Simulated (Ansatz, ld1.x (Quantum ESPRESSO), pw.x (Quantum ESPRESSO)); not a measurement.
## pw.x on bcc Ga: one setting changed

Potential: ultrasoft, ld1.x (Quantum ESPRESSO) 7.5, PBE; core [Ar] 3d10, reference 4s2 4p1; waves: 4s (bound): rcut 1.40, rcutus 1.55 bohr; 4s channel at 2.5 Ry: rcut 1.40, rcutus 1.55 bohr; 4p (bound): rcut 2.40, rcutus 2.75 bohr; 4p channel at 5.68 Ry: rcut 2.40, rcutus 2.75 bohr; 4d channel at 0.15 Ry: rcut 1.60, rcutus 2.25 bohr; local part: all-electron potential smoothed inside 2.35 bohr (lloc = -1); core correction: none; augmentation: PSQ, inside the norm-conserving radii.

The reference run (k-mesh 14³, cutoffs 40/320 Ry, Fermi–Dirac 0.01 Ry, mixing_beta 0.4, conv_thr 1e-9, no spin) gives -1.19 GPa at 19.423 Å³/atom, where all-electron LAPW gives -0.57 GPa. This run, with its own iteration cap, changes k-mesh shift to 1.

```
&control
  calculation='scf', prefix='x', pseudo_dir='./', outdir='./tmp', tstress=.true., disk_io='none'
/
&system
  ibrav=0, nat=1, ntyp=1, ecutwfc=40, ecutrho=320, nbnd=8,
  occupations='smearing', smearing='fd', degauss=0.01
/
&electrons
  conv_thr=1e-09, mixing_beta=0.4, electron_maxstep=60
/
ATOMIC_SPECIES
Ga 1.0 Ga.UPF
CELL_PARAMETERS angstrom
  -1.69337095 1.69337095 1.69337095
  1.69337095 -1.69337095 1.69337095
  1.69337095 1.69337095 -1.69337095
ATOMIC_POSITIONS crystal
Ga 0.0000 0.0000 0.0000
K_POINTS automatic
14 14 14 1 1 1
```

```bash
pw.x < Ga.scf.in > Ga.scf.out
```

Q: How does the run end?

A: It converges in 6 iterations; the free energy moves by +2.8 meV/atom and the pressure by +0.13 GPa.

```
Message from routine setup:
     using ibrav=0 with symmetry is DISCOURAGED, use correct ibrav instead
     lattice parameter (alat)  =       5.5426  a.u.
     unit-cell volume          =     131.0729 (a.u.)^3
     number of electrons       =         3.00
     number of Kohn-Sham states=            8
     kinetic-energy cutoff     =      40.0000  Ry
     charge density cutoff     =     320.0000  Ry
     scf convergence threshold =      1.0E-09
     Exchange-correlation= PBE
     number of k points=   100  Fermi-Dirac smearing, width (Ry)=  0.0100
     iteration #  1     ecut=    40.00 Ry     beta= 0.40
     total energy              =      -4.41144666 Ry
     estimated scf accuracy    <       0.00232748 Ry
     iteration #  2     ecut=    40.00 Ry     beta= 0.40
     total energy              =      -4.41141265 Ry
     estimated scf accuracy    <       0.00080062 Ry
     iteration #  3     ecut=    40.00 Ry     beta= 0.40
     total energy              =      -4.41142446 Ry
     estimated scf accuracy    <       0.00000071 Ry
     iteration #  4     ecut=    40.00 Ry     beta= 0.40
     total energy              =      -4.41142514 Ry
     estimated scf accuracy    <       0.00000002 Ry
     iteration #  5     ecut=    40.00 Ry     beta= 0.40
     total energy              =      -4.41142515 Ry
     estimated scf accuracy    <          1.9E-09 Ry
     iteration #  6     ecut=    40.00 Ry     beta= 0.40
     the Fermi energy is     5.5743 ev
!    total energy              =      -4.41142515 Ry
     estimated scf accuracy    <          1.3E-10 Ry
     smearing contrib. (-TS)   =      -0.00195442 Ry
     The total energy is F=E-TS. E is the sum of the following terms:
     one-electron contribution =       2.24994646 Ry
     hartree contribution      =       0.02099390 Ry
     xc contribution           =      -1.56275077 Ry
     ewald contribution        =      -5.11766033 Ry
     convergence has been achieved in   6 iterations
          total   stress  (Ry/bohr**3)                   (kbar)     P=      -10.63
     Message from routine punch:
     Nothing written, as per user request (disk_io='none')
```

The run took about 6.3 s on one core of a shared server CPU.
